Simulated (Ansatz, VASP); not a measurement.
**GaN in VASP and in Ansatz**

```
Ga N
1.0
     3.18000    0.00000    0.00000
    -1.59000    2.75396    0.00000
     0.00000    0.00000    5.16600
Ga N
2 2
Direct
  0.66667 0.33333 0.50000
  0.33333 0.66667 0.00000
  0.66667 0.33333 0.87500
  0.33333 0.66667 0.37500
```

Alike in both runs: task band structure; functional PBEsol; k mesh 7 × 7 × 4; occupations fermi-dirac, width 0.05 eV; spin-orbit coupling, no magnetisation.

|  | VASP | Ansatz |
| --- | --- | --- |
| version | VASP 6.6.1 | Ansatz 0.2.0 |
| potentials or method | VASP PAW PBE potentials, release 64 (Ga_d, N) | Ansatz PAW |
| plane-wave cutoff (eV) | 520 | 420 |
| valence electrons in the cell | 36 | 36 |

```tsv
	VASP	Ansatz	Ansatz less VASP
gap on the k mesh at the Fermi level (eV)	1.92	1.90	-0.019
least direct gap on the mesh (eV)	1.92	1.90	-0.019
gap along the band path (eV)	1.92	1.90	-0.019
pressure (GPa)	0.8	1.0	+0.24
largest component of the traceless stress (GPa)	1.39	1.39	-0.005
rms of the force components (eV/Å)	0.076	0.077	+0.0011
```

Atom by atom the forces differ by 0.001 eV/Å (rms over components). With one functional, cell and mesh, what is left measures potentials, basis and numerics.

Caveats: the PAW data sets were made with another functional, which shifts forces and pressure a little (VASP); the pressure holds a Pulay correction of +0.5 GPa for the finite cutoff (Ansatz); the PAW data sets come from PBE, with cores solved anew for the run's functional, which leaves a small shift of forces and pressure (Ansatz).
